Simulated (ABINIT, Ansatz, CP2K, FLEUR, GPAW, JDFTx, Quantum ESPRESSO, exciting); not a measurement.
Cost and result for the band gap of MgO

**What was measured.** The band gap of MgO (Fm-3m) is reported as 7.77 eV at 295 K (a printed reference work). The runs below try to reproduce it.

The structure is cubic, space group Fm-3m (No. 225). Conventional cell: a = 4.194 Å, b = 4.194 Å, c = 4.194 Å, α = 90.00°, β = 90.00°, γ = 90.00°. Around Mg (site symmetry m-3m) lie 6 O at 2.10 Å. O (site symmetry m-3m) is surrounded by 6 Mg at 2.10 Å.

```tsv
rung	level	program and potentials	cutoff (eV)	k mesh	task	core time	chip	band gap (eV)	miss (eV)	notes
GGA	PBE	Ansatz, all-electron LAPW, scalar-relativistic	-	6 × 6 × 6	single point	2.7 s	Intel Xeon Platinum 8259CL Skylake/Cascade Lake	4.86	-2.91	-
GGA	PBE	JDFTx, PseudoDojo-SR-PBE-0.5-standard	1143	4 × 4 × 4	single point	7.8 s	Arm Neoverse V2	4.89	-2.88	coarse mesh
GGA	PBE	JDFTx, PseudoDojo-SR-PBE-0.5-standard	1143	11 × 11 × 11	band structure	12 s	Arm Neoverse V1	4.89	-2.88	from the band path
LDA	LDA	JDFTx, PseudoDojo-SR-LDA-0.4.1-standard	1143	11 × 11 × 11	band structure	12 s	Arm Neoverse V1	4.82	-2.95	from the band path
non-local van der Waals functional	BEEF-vdW	GPAW, GPAW PAW data sets (gpaw-data 1.2.1)	800	9 × 9 × 9	band structure	20 s	Arm Neoverse V1	5.24	-2.53	potentials made for PBE
GGA	RPBE	ABINIT, JTH PAW PBE v2.0	626	11 × 11 × 11	band structure	29 s	Arm Neoverse V2	4.97	-2.80	potentials made for PBE
GGA	RPBE	FLEUR, all-electron, FLAPW	-	11 × 11 × 11	band structure	30 s	Arm Neoverse V1	5.09	-2.68	-
GGA	PBE	Quantum ESPRESSO, PseudoDojo 0.4.1 SR PBE standard	1143	11 × 11 × 11	band structure	31 s	Arm Neoverse V1	4.89	-2.88	-
GGA	PBE	ABINIT, JTH PAW PBE v2.0	626	14 × 14 × 14	single point	32 s	Arm Neoverse V1	4.86	-2.91	-
GGA	BLYP	ABINIT, JTH PAW PBE v2.0	626	11 × 11 × 11	band structure	35 s	Arm Neoverse V1	5.12	-2.65	potentials made for PBE
GGA	PBE	CP2K, POTENTIAL_UZH Mg GTH-PBE-q10, O GTH-PBE-q6; TZVP-MOLOPT-PBE-GTH basis	-	11 × 11 × 11	band structure	37 s	Arm Neoverse V1	4.82	-2.95	atomic basis
hybrid	PBE0	Ansatz, PAW datasets made for the crystal	430	6 × 6 × 6	single point	58 s	Arm Neoverse V1	7.36	-0.41	coarse mesh
meta-GGA	r2SCAN	GPAW, GPAW PAW data sets (gpaw-data 1.2.1)	800	9 × 9 × 9	band structure	60 s	Arm Neoverse V1	5.80	-1.97	potentials made for PBE
GGA	PBEsol	exciting, all-electron LAPW+lo, shipped species files, valence relativity iora*	-	11 × 11 × 11	band structure	3.4 min	Arm Neoverse V2	4.77	-3.00	-
G0W0	G0W0 on PBE	exciting, all-electron LAPW+lo, shipped species files, valence relativity iora*, shipped	-	4 × 4 × 4	G0W0 quasiparticle levels	27 min	Arm Neoverse V2	7.42	-0.35	coarse mesh; bands, basis or mesh of the many-body step not converged
```

Times are single runs on shared hosts and different chips, so they are rough; meshes, cutoffs and the tasks' sizes weigh on the time. All rows: no spin polarisation. Gaps are the least found on the k mesh or the band path, and a mesh can miss the band edges. Meshes differ between rows, which moves values too. All levels ran on this one cell, unrelaxed unless noted. Meshes are those of the run's cell of 2 atoms unless a note names another. Misses use the values as printed. Runs on faulty files, with rough fits or with known faults for this quantity aren't shown. No row holds spin-orbit coupling.

By rung: LDA 4.82; GGA 4.77 to 5.12; non-local van der Waals functional 5.24; meta-GGA 5.80; GGA on coarse meshes 4.89; GGA in atomic bases 4.82; hybrid on coarse meshes 7.36; G0W0 on coarse settings 7.42 (eV). Measured: 7.77 eV at 295 K (a printed reference work). Closest, coarse meshes and atomic bases left aside, is r2SCAN (-1.97 eV), and PBE misses by -2.91 to -2.88 eV on plain settings. LDA and GGA gaps fall short mostly because these functionals lack the derivative discontinuity; the runs are for a static lattice, while measurements hold temperature and zero-point motion.
